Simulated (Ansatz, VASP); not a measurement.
**Two plane-wave programs on BN**

```
B N
1.0
     0.00000    1.57005    1.57005
     1.57005    0.00000    1.57005
     1.57005    1.57005    0.00000
B N
1 1
Direct
  0.00000 0.00000 0.00000
  0.50000 0.50000 0.50000
```

Change from the starting cell: volume scaled by 0.72, PAW files.

Alike in both runs: task single point; functional PBE; k mesh 15 × 15 × 15; occupations fermi-dirac, width 0.08 eV; no spin polarisation.

|  | VASP | Ansatz |
| --- | --- | --- |
| version | VASP 6.6.1 | Ansatz 0.2.0 |
| potentials or method | VASP PAW PBE potentials, release 64 (B, N) | PAW with Ansatz's default frozen-core files, scalar-relativistic |
| plane-wave cutoff (eV) | 520 | 420 |
| valence electrons in the cell | 8 | 8 |

```csv
,VASP,Ansatz,Ansatz less VASP
gap on the k mesh at the Fermi level (eV),4.02,4.04,+0.015
pressure (GPa),233.7,232.2,-1.46
```

Caveats: the cell as given lies far from equilibrium; so large a pressure means that the cell lies far from this level's equilibrium, or that cutoff or potentials fall short (VASP); an odd mesh through Γ misses points on the zone boundary, where band edges often lie.
